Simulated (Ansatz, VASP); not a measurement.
WS2: VASP beside Ansatz

```
W S
1.0
     3.18295    0.00000    0.00000
    -1.59148    2.75652    0.00000
     0.00000    0.00000   28.53222
W S
3 6
Direct
  0.66667 0.33333 0.43436
  0.66667 0.33333 0.88553
  0.00000 0.00000 0.65929
  0.66667 0.33333 0.60463
  0.00000 0.00000 0.37971
  0.00000 0.00000 0.83085
  0.66667 0.33333 0.71395
  0.00000 0.00000 0.48903
  0.00000 0.00000 0.94019
```

Alike in both runs: functional revPBE; k mesh 10 × 10 × 1; occupations fermi-dirac, width 0.05 eV; no spin polarisation.

|  | VASP | Ansatz |
| --- | --- | --- |
| version | VASP 6.6.1 | Ansatz 0.2.0 |
| potentials or method | VASP PAW PBE potentials, release 64 (W_sv, S) | Ansatz PAW |
| plane-wave cutoff (eV) | 520 | 420 |
| valence electrons in the cell | 78 | 78 |
| task | single point | band structure |

```tsv
	VASP	Ansatz	Ansatz less VASP
gap on the k mesh at the Fermi level (eV)	1.52	1.51	-0.013
least direct gap on the mesh (eV)	2.12	2.11	-0.002
rms of the force components (eV/Å)	0.148	0.151	+0.0029
```

Atom by atom the forces differ by 0.003 eV/Å (rms over components).

Caveats: spin-orbit coupling is left out, which moves the levels of the heavy elements; the PAW data sets were made with another functional, which shifts forces and pressure a little (VASP); the k mesh misses the band edges, so the gap on the mesh is wider than the one along the path (Ansatz); the PAW data sets come from PBE, with cores solved anew for the run's functional, which leaves a small shift of forces and pressure (Ansatz). A hybrid or GW would open this gap; revPBE tends to underestimate it.
